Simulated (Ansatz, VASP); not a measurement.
# WS2 in two plane-wave programs

Aim: how closely do two programs agree when they are given the same cell, functional and k mesh? The structure shown is the start of the Ansatz relaxation below; VASP solves that cell, so the two are compared at the walk's first step. Other levels of theory on this material are compared in a session of their own.

Method: plane waves, with VASP 6.6.1 beside it; single point at RPBE and single point at r2SCAN, in Ansatz 0.2.0.

### Step 1. The starting structure

The cell holds 3 atoms: 2 S and 1 W. Cell: a = 3.180 Å, b = 3.180 Å, c = 19.125 Å, α = 90.0°, β = 90.0°, γ = 120.0°. It derives from WS2. Vacuum lies along c.

Structure file:

```cif
data_structure
_symmetry_space_group_name_H-M 'P 1'
_symmetry_Int_Tables_number 1
_cell_length_a 3.1800
_cell_length_b 3.1800
_cell_length_c 19.1250
_cell_angle_alpha 90.000
_cell_angle_beta 90.000
_cell_angle_gamma 120.000
_cell_volume 167.49
loop_
_atom_site_label
_atom_site_type_symbol
_atom_site_fract_x
_atom_site_fract_y
_atom_site_fract_z
_atom_site_occupancy
S1 S 0.66667 0.33333 0.58170 1
S2 S 0.66667 0.33333 0.41830 1
W3 W 0.33333 0.66667 0.50000 1
```

### Step 2. Ansatz: relaxation, RPBE

Ansatz runs on its default PAW (the set named soft_2) files.

The two programs are compared at the cell with which this relaxation starts, whose forces are those of its first step.

input.yaml

```yaml
crystal:
  lattice:
    - [3.18, 0.0, 0.0]
    - [-1.59, 2.753960784, 0.0]
    - [0.0, 0.0, 19.125]
  atoms:
    - { symbol: S, position: [0.666666667, 0.333333333, 0.581699346] }
    - { symbol: W, position: [0.333333333, 0.666666667, 0.5] }
    - { symbol: S, position: [0.666666667, 0.333333333, 0.418300654] }
kpoints:
  mp_grid: { grid: [12, 12, 1] }
scf:
  occupations: { method: fermi_dirac, width: 0.02 }
  n_extra_bands: 8
hamiltonian:
  xc: rpbe
  pseudopotentials: { kind: paw }
output:
  forces: true
  write_potential: true
  volumetric_format: []
relax:
  f_tol: 0.01
  max_steps: 40
  cell: { fix: [c, alpha, beta] }
```

Launch:

```sh
> ansatz run input.yaml --threads 4 --pin off --max-ram 8192MiB --backend cpu --events-out ev --progress --plain --runs-dir out
```

Numbers of over 12 decimals in the logs are rounded to 6 here.

Log:

```text
scf.n_extra_bands = 8 over 13 filled bands (N_el = 26.0): the run solves 21 bands
Engine: ansatz 0.2.0, aarch64-unknown-linux-gnu
Pseudopotentials: kind: paw
Pseudopotential: S, paw, valence charge 6, recommended cutoff 420 eV (normal), S.paw.azcp
Pseudopotential: W, paw, valence charge 14, recommended cutoff 420 eV (normal), W.paw.azcp
Functional definition: RPBE
  parameter kappa = 0.804
  parameter beta = 0.066725
  exchange = rpbe_x(kappa = kappa, mu = beta*pi^2/3)
  correlation = pbe_c(beta = beta)
Crystal: 3 atoms, lattice volume = 167.489 Å³
Basis set: ecut = 420 eV, 3291 PW (Γ), exchange–correlation on 48×48×256 points (8 copies of the dense FFT grid, shifted against one another)
Bands: 21, of which v1, the nominal top of the filled ones, is band 13 counted from 1 (12 counted from 0)
Symmetry: 12 space group operations
Space group: P-6m2 (ITA 187), of the structure as read, at distance tolerance 5.5e-5 Å
k-points: 19 of 144 (time reversal used)
Non-local potential: S, projectors of the file, l = 0: 2, l = 1: 2, l = 2: 2
Non-local potential: W, projectors of the file, l = 0: 3, l = 1: 2, l = 2: 2, l = 3: 1
PAW form: soft (Blöchl's): semilocal exchange-correlation on the pseudo side does not see the compensation charge
PAW frozen core: S, regenerated for the run's functional, and the local potential with it (the file was generated under x = pbe(κ = 0.804, μ = 0.219515), c = pbe(β = 0.066725))
PAW frozen core: W, regenerated for the run's functional, and the local potential with it (the file was generated under x = pbe(κ = 0.804, μ = 0.219515), c = pbe(β = 0.066725))
PAW one-centre angular grid: S, 110 points (default); XC on 64 Gauss nodes
PAW one-centre angular grid: W, 590 points (default); XC on 64 Gauss nodes
Initial density: superposition of atomic densities (neutral atoms: chi_scale 0, normalization atom), corrected by the library's trained network
Initial wavefunctions: pseudopotential atomic-orbital guess
Functional: x = rpbe, c = pbe(β = 0.066725)
SCF iter   1: F=—  HF=-12211.046784 eV  |F-HF|=—  |Δ(HF+E_count)|=         —  Δρ=3.38e-3  dr2=2.05e-2  ethr=1.77e-3  ⟨swp⟩=9.3  Hψ=2789  notcnv=0
preconditioner: auto → none  [insulator: Δε(μ)=1.793 eV  Ē_g=10.748 eV  σ=0.020 eV  W_gap=1.00  n_scr=12 (ndim 8)  ℏωp=12.2 eV  f_vac=0.650  D(μ)=0.00/eV (n_scr^D=0)  ε∞_Penn≈2.3]
SCF iter   2: F=—  HF=-12211.058766 eV  |F-HF|=—  |Δ(HF+E_count)|=   1.20e-2  Δρ=3.29e-3  dr2=5.42e-2  ethr=7.87e-5  ⟨swp⟩=4.4  Hψ=1029  notcnv=0  defer=68
SCF iter   3: F=—  HF=-12211.051876 eV  |F-HF|=—  |Δ(HF+E_count)|=   6.89e-3  Δρ=1.29e-3  dr2=2.47e-3  ethr=7.87e-5  ⟨swp⟩=3.0  Hψ=606  notcnv=0  defer=68
SCF iter   4: F=—  HF=-12211.053633 eV  |F-HF|=—  |Δ(HF+E_count)|=   1.76e-3  Δρ=3.01e-4  dr2=7.46e-5  ethr=9.52e-6  ⟨swp⟩=2.1  Hψ=554  notcnv=0  defer=68
SCF iter   5: F=—  HF=-12211.053697 eV  |F-HF|=—  |Δ(HF+E_count)|=   6.40e-5  Δρ=7.35e-5  dr2=2.69e-6  ethr=2.87e-7  ⟨swp⟩=3.1  Hψ=724  notcnv=0  defer=68
SCF iter   6: F=—  HF=-12211.053708 eV  |F-HF|=—  |Δ(HF+E_count)|=   1.08e-5  Δρ=1.01e-5  dr2=1.25e-7  ethr=1.03e-8  ⟨swp⟩=2.3  Hψ=619  notcnv=0  defer=68
SCF iter   7: F=-12211.053709 eV  HF=-12211.053709 eV  |F-HF|=2.14e-8  |Δ(HF+E_count)|=   3.46e-7  Δρ=1.98e-6  dr2=5.78e-9  ethr=3.85e-10  ⟨swp⟩=11.9  Hψ=2687  notcnv=0
SCF 1 converged in 7 iterations: F = -12211.053709 eV  dr2 = 5.78e-9
  greatest PAW one-centre occupation: 0.999 electrons in one spin orbital (limit 2), on the W atom at site 1 (counted from 0), in its partial waves of l = 0
relax step   1: F+E_penalty+E_count = -12211.05370862 eV  Δ(F+E_penalty+E_count) = +0.000e0 eV  max|allowed force component| = 4.093e-1 eV/Å  Δτ_max = 0.0000 Å  P = +1.285 GPa  Ω = 167.489 Å³  fix = [c, alpha, beta]  reactions: c +1.223 GPa  (7 SCF iters, dr2 threshold 1.00e-7 eV, accepted)
[...]
relax step   2: F+E_penalty+E_count = -12211.06920744 eV  Δ(F+E_penalty+E_count) = -1.550e-2 eV  max|allowed force component| = 7.328e-2 eV/Å  Δτ_max = 0.0106 Å  P = -0.310 GPa  Ω = 171.797 Å³  energy of the carried Pulay correction = -2.770e-4 eV  fix = [c, alpha, beta]  reactions: c -0.215 GPa  (6 SCF iters, dr2 threshold 3.00e-7 eV, accepted)
[...]
relax step   3: F+E_penalty+E_count = -12211.07050668 eV  Δ(F+E_penalty+E_count) = -1.299e-3 eV  max|allowed force component| = 2.442e-2 eV/Å  Δτ_max = 0.0013 Å  P = -0.023 GPa  Ω = 170.596 Å³  energy of the carried Pulay correction = -2.005e-4 eV  fix = [c, alpha, beta]  reactions: c -0.072 GPa  (5 SCF iters, dr2 threshold 3.00e-7 eV, accepted)
[...]
relax step   4: F+E_penalty+E_count = -12211.07053677 eV  Δ(F+E_penalty+E_count) = -3.009e-5 eV  max|allowed force component| = 6.090e-3 eV/Å  Δτ_max = 0.0020 Å  P = +0.007 GPa  Ω = 170.714 Å³  energy of the carried Pulay correction = -2.080e-4 eV  fix = [c, alpha, beta]  reactions: c +0.018 GPa  (5 SCF iters, dr2 threshold 3.73e-8 eV, accepted)
[...]
relax step   5: F+E_penalty+E_count = -12211.07073879 eV  Δ(F+E_penalty+E_count) = -2.020e-4 eV  max|allowed force component| = 5.967e-3 eV/Å  Δτ_max = 0.0000 Å  P = +0.007 GPa  Ω = 170.714 Å³  fix = [c, alpha, beta]  reactions: c +0.018 GPa  stress off target by 1.48e-3 GPa on what of the cell is left free  SCF on the basis re-selected at this cell (its energy is not comparable with the rows above)  (7 SCF iters)
basis re-selected at this cell: Δ(F+E_penalty+E_count) = -2.020e-4 eV, ΔP = -0.000 GPa vs the last step (what re-selecting the basis moved, of the pressure what is left beyond the Pulay correction that the steps carried, after the strain that the cell walked since its last selection, with what the two solves' SCF thresholds leave and, on support functions, any second-order correction that the steps lacked; it is no m [...]
SCF converged after 7 iterations
Free energy (F): -12211.070739 eV
Harris-Foulkes:  -12211.070739 eV  (|F-HF|=7.28e-11)
Internal energy: -12211.070739 eV  (E = F + TS)
E sigma→0 (E₀):  -12211.070739 eV
Fermi energy:    0.486549 eV
--- Per-component energies (eV) ---
  E_band       = -483.816007
  E_kinetic    = 663.521743
  E_local      = -14541.250500  (includes V_loc(G=0)·N_el)
  E_nonlocal   = 55.486251
  E_hartree    = 6942.644767
  E_xc         = -461.900342
  E_vxc        = -413.415737  (∫ρ·V_xc dr)
  E_paw        = -9781.819745  (= ΣΔE_a)
  E_vpaw       = -133.447255  (= ΣTr[D̂ρ^β])
  E_aug_tail   = -0.000057  (compensation charges beyond the density's cutoff)
  E_ewald      = 4912.337855
  E_core_change = -0.090711  (= ΣΔE_core)
  E_smearing   = -0.000000  (= −TS)
  E_closure    = 0.000000  (closes the sum)
  Σ components = -12211.070739   (vs F -12211.070739, Δ=0.00e0)
--- Forces (eV/Å), atoms counted from 1 ---
  atom   1  S      0.00000000    -0.00000000     0.00596734
  atom   2  W     -0.00000000    -0.00000000     0.00000000
  atom   3  S      0.00000000     0.00000000    -0.00596734
  max |Σ_I F_I| component: 1.39e-17 eV/Å
--- Stress (GPa, compression-positive) ---
        0.001478      -0.000000       0.000000
        0.000000       0.001478       0.000000
        0.000000       0.000000       0.017689
  P = ⅓ Tr σ = 0.0069 GPa (0.069 kbar)
--- Band table (eV; the first three rows and the last of 19) ---
  k-point 0: bands = [... 9 lower, -2.4316, -2.0353, -2.0353, -0.3802, 2.4210, 2.4210, 2.5638, 2.5638, ... 4 higher]
  k-point 1: bands = [... 9 lower, -2.8468, -2.2079, -1.8152, -0.4454, 2.3114, 2.3312, 2.4673, 2.6270, ... 4 higher]
  k-point 2: bands = [... 9 lower, -2.8307, -2.6120, -1.7941, -0.7203, 1.9594, 2.2571, 2.3569, 3.1028, ... 4 higher]
  k-point 18: bands = [... 9 lower, -4.2657, -3.5788, -2.7347, -0.3897, 1.3491, 2.9840, 3.5466, 4.9694, ... 4 higher]
--- Relaxed structure (4 steps of the walk, 4 accepted, 1 SCFs on fresh bases) ---
  F+E_penalty+E_count = -12211.07073879 eV   max|allowed force component| = 5.967e-3 eV/Å   (the final SCF, on the basis selected at the relaxed cell)
  cell:  # Å, volume = 170.7138 Å³
    - [3.210468, 1.6912955790628675e-18, 0]
    - [-1.605234, 2.780347, 0]
    - [0, 0, 19.125]
  atoms:
    - { symbol: S, position: [0.666667, 0.333333, 0.582214] }
    - { symbol: W, position: [0.333333, 0.666667, 0.500000] }
    - { symbol: S, position: [0.666667, 0.333333, 0.417786] }
```

The column dr2 measures how far the density is from self-consistency, as an energy; F and HF (Harris–Foulkes) agree once it is small.

### Step 3. VASP: single point, RPBE, start cell

The same cell, functional, mesh and smearing now go to VASP, with its own data sets.

Lines of VASP's logs that name or quote its potential files are left out, and so is its time.

INCAR

```
SYSTEM = WS2
PREC = Accurate
ENCUT = 520
EDIFF = 1E-06
NELM = 120
ISMEAR = -1
SIGMA = 0.02
LREAL = .FALSE.
ALGO = Normal
GGA = RP
NBANDS = 15
LASPH = .TRUE.
LORBIT = 11
LWAVE = .FALSE.
LCHARG = .FALSE.
ISIF = 2
GGA_COMPAT = .FALSE.
EFERMI = MIDGAP
KPAR = 2
```

POSCAR

```
WS2
1.0
    3.1800000000      0.0000000000      0.0000000000
   -1.5900000000      2.7539610000      0.0000000000
    0.0000000000      0.0000000000     19.1250000000
S W
2 1
Direct
    0.6666666667      0.3333333333      0.5816993464
    0.6666666667      0.3333333333      0.4183006536
    0.3333333333      0.6666666667      0.5000000000
```

KPOINTS

```
Automatic mesh
0
Gamma
12 12 1
0 0 0
```

PAW data sets: S and W (PBE family, release 64).

Launch:

```sh
> mpirun -np 2 vasp_std
```

Log:

```text
[banner, memory and clock lines left out]
running    2 mpi-ranks, on    1 nodes
 distrk:  each k-point on    1 cores,    2 groups
 distr:  one band on    1 cores,    1 groups

 POSCAR found type information on POSCAR S W
 POSCAR found :  2 types and       3 ions
|                                                                             |
|               ----> ADVICE to this user running VASP <----                  |
|                                                                             |
|     You enforced a specific xc type in the INCAR file but a different       |
|     [... a line on the potential file left out ...]
|     I HOPE YOU KNOW WHAT YOU ARE DOING!                                     |
|                                                                             |

 LDA part: xc-table for (Slater+PW92), standard interpolation
 POSCAR, INCAR and KPOINTS ok, starting setup
 FFT: planning ... GRIDC
 FFT: planning ... GRID_SOFT
 FFT: planning ... GRID
 WAVECAR not read
 entering main loop
       N       E                     dE             d eps       ncg     rms          rms(c)
DAV:   1     0.125248856161E+03    0.12525E+03   -0.64691E+03   570   0.904E+02
DAV:   2    -0.998873139966E+01   -0.13524E+03   -0.12443E+03   911   0.182E+02
DAV:   3    -0.236922189432E+02   -0.13703E+02   -0.13569E+02   808   0.668E+01
DAV:   4    -0.239558537658E+02   -0.26363E+00   -0.26325E+00   711   0.111E+01
DAV:   5    -0.239630800122E+02   -0.72262E-02   -0.72254E-02   834   0.176E+00    0.272E+01
DAV:   6    -0.227287174492E+02    0.12344E+01   -0.34960E+00   855   0.135E+01    0.122E+01
DAV:   7    -0.225995772906E+02    0.12914E+00   -0.10439E+00   731   0.828E+00    0.602E+00
DAV:   8    -0.225341924779E+02    0.65385E-01   -0.15607E-01   801   0.326E+00    0.931E-01
DAV:   9    -0.225316463220E+02    0.25462E-02   -0.23533E-02   808   0.108E+00    0.462E-01
DAV:  10    -0.225289923368E+02    0.26540E-02   -0.71577E-03   773   0.586E-01    0.199E-01
DAV:  11    -0.225285476198E+02    0.44472E-03   -0.57031E-04   759   0.197E-01    0.664E-02
DAV:  12    -0.225279770861E+02    0.57053E-03   -0.39593E-04   780   0.119E-01    0.495E-02
DAV:  13    -0.225279525402E+02    0.24546E-04   -0.56849E-05   724   0.525E-02    0.240E-02
DAV:  14    -0.225281353465E+02   -0.18281E-03   -0.11809E-04   689   0.449E-02    0.365E-02
DAV:  15    -0.225281510455E+02   -0.15699E-04   -0.81362E-06   759   0.133E-02    0.134E-02
DAV:  16    -0.225281947194E+02   -0.43674E-04   -0.82308E-06   668   0.141E-02    0.540E-03
DAV:  17    -0.225282035405E+02   -0.88212E-05   -0.81151E-07   675   0.497E-03    0.442E-03
DAV:  18    -0.225282242403E+02   -0.20700E-04   -0.17372E-06   644   0.511E-03    0.209E-03
DAV:  19    -0.225282341032E+02   -0.98628E-05   -0.45160E-07   609   0.272E-03    0.151E-03
DAV:  20    -0.225282419847E+02   -0.78816E-05   -0.34239E-07   581   0.207E-03    0.935E-04
DAV:  21    -0.225282461742E+02   -0.41895E-05   -0.27674E-07   517   0.176E-03    0.541E-04
DAV:  22    -0.225282466617E+02   -0.48745E-06   -0.32018E-08   579   0.866E-04
   1 F= -.22528247E+02 E0= -.22528247E+02  d E =-.613422E-21
```

From OUTCAR (step 3):

```text
ion  position               nearest neighbor table
   1  0.667  0.333  0.582-   3 2.41   3 2.41   3 2.41
   2  0.667  0.333  0.418-   3 2.41   3 2.41   3 2.41
   3  0.333  0.667  0.500-   1 2.41   2 2.41   1 2.41   2 2.41   1 2.41   2 2.41

  LATTYP: Found a hexagonal cell.
 ALAT       =     3.1800000000
 C/A-ratio  =     6.0141509434

 Subroutine GETGRP returns: Found 12 space group operations
 (whereof 12 operations were pure point group operations)

The static configuration has the point symmetry D_3h.

 Found     19 irreducible k-points:

   k-points           NKPTS =     19   k-points in BZ     NKDIM =     19   number of bands    NBANDS=     15

   dimension x,y,z NGX =    24 NGY =   24 NGZ =  144
   dimension x,y,z NGXF=    48 NGYF=   48 NGZF=  288

   ENCUT  =  520.0 eV  38.22 Ry    6.18 a.u.   5.91  5.91 35.56*2*pi/ulx,y,z

   NELECT =      18.0000    total number of electrons

 k-points in reciprocal lattice and weights: Automatic mesh
   0.00000000  0.00000000  0.00000000       0.007
   0.08333333 -0.00000000  0.00000000       0.042
   0.16666667 -0.00000000  0.00000000       0.042
   0.25000000  0.00000000  0.00000000       0.042
   0.33333333 -0.00000000  0.00000000       0.042
   0.41666667 -0.00000000  0.00000000       0.042
   0.50000000  0.00000000  0.00000000       0.021
   0.08333333  0.08333333  0.00000000       0.042
   0.16666667  0.08333333  0.00000000       0.083
[...]
0.33333333  0.25000000  0.00000000       0.083
   0.33333333  0.33333333  0.00000000       0.014

 average (electrostatic) potential at core
       1 -93.5449       2 -93.5449       3 -47.8235

 E-fermi :  -1.0658

 k-point     1 :       0.0000    0.0000    0.0000
  band No.  band energies     occupation
    ...
      5      -4.8551      2.00000
      6      -4.0548      2.00000
      7      -3.6101      2.00000
      8      -3.6101      2.00000
      9      -2.0118      2.00000
     10       0.9248      0.00000
     11       0.9248      0.00000
     12       1.0905      0.00000
     13       1.0905      0.00000
     14       2.9362      0.00000
    ...

 k-point     2 :       0.0833   -0.0000    0.0000
  band No.  band energies     occupation
    ...
      5      -4.7429      2.00000
      6      -4.4730      2.00000
      7      -3.7896      2.00000
      8      -3.3933      2.00000
      9      -2.0727      2.00000
     10       0.8171      0.00000
     11       0.8317      0.00000
     12       0.9874      0.00000
     13       1.1380      0.00000
     14       3.1740      0.00000
    ...

 k-point     3 :       0.1667   -0.0000    0.0000
  band No.  band energies     occupation
    ...
      5      -5.1275      2.00000
      6      -4.4331      2.00000
      7      -4.2086      2.00000
      8      -3.3773      2.00000
      9      -2.3408      2.00000
     10       0.4269      0.00000
     11       0.7626      0.00000
     12       0.8583      0.00000
     13       1.6283      0.00000
     14       3.6290      0.00000
    ...

  Total        1.0763329      1.0763331      1.0112247      0.0000000     -0.0000000      0.0000000
  in kB       10.2960550     10.2960566      9.6732387      0.0000000     -0.0000000      0.0000000
  external PRESSURE =      10.0884501 kB  Pullay stress =       0.0000000 kB

  energy-cutoff  :      520.00
  volume of cell :      167.49
      direct lattice vectors                 reciprocal lattice vectors
     3.180000000  0.000000000  0.000000000     0.314465409  0.181556674  0.000000000
    -1.590000000  2.753961000  0.000000000     0.000000000  0.363113348  0.000000000
     0.000000000  0.000000000 19.125000000     0.000000000  0.000000000  0.052287582

 POSITION                                       TOTAL-FORCE (eV/Angst)
 -----------------------------------------------------------------------------------
      1.59000      0.91799     11.12500        -0.000000     -0.000000      0.332331
      1.59000      0.91799      8.00000         0.000000      0.000000     -0.332331
     -0.00000      1.83597      9.56250        -0.000000     -0.000000     -0.000000
 -----------------------------------------------------------------------------------
    total drift:                               -0.000000     -0.000001      0.000000

  FREE ENERGIE OF THE ION-ELECTRON SYSTEM (eV)
  ---------------------------------------------------
  free  energy   TOTEN  =       -22.5282466617 eV

  energy  without entropy=      -22.5282466617  energy(sigma->0) =      -22.52824666

 total charge
# of ion       s       p       d       tot
------------------------------------------
    1        1.362   2.372   0.000   3.733
    2        1.362   2.372   0.000   3.733
    3        0.568   0.713   4.210   5.492
--------------------------------------------------
tot          3.291   5.457   4.210  12.958

[... 3 further parts left out ...]
```

### Step 4. Side by side

Known differences besides the potentials themselves: the data sets hold 26 valence electrons in Ansatz (on its default PAW (the set named soft_2) files) and 18 in VASP; the cutoff is 420 eV in Ansatz and 520 eV in VASP; Ansatz makes its cores anew for this functional, VASP keeps those of its PBE data sets. Total energies have different zeros and are not compared.

Forces (eV/Å; atoms numbered as in POSCAR):

```
atom        Ansatz x, y, z          VASP x, y, z
  S1   0.000, 0.000, 0.409   0.000, 0.000, 0.332
  S2  0.000, 0.000, -0.409  0.000, 0.000, -0.332
  W3   0.000, 0.000, 0.000   0.000, 0.000, 0.000
```

The forces differ by 36 meV/Å r.m.s., which is 23.2 % of the r.m.s. force of 0.157 eV/Å (both taken over all components). With vacuum in the cell, a pressure given here is an average over mostly empty space and none of the material.

[end of part 1 of 2]

[Lines on the potential files, build, host, timing and source positions are cut from VASP's logs without a mark.]

[Logs are printed without paths, hosts, clocks, repeated set-up lines and the standing remarks that a program may print on its own settings, such as how far it seeks lower states.]

[Hosts, paths, dates, database ids (printed as entryN), source tags and the programs' standing remarks are cut or masked in the printed files.]
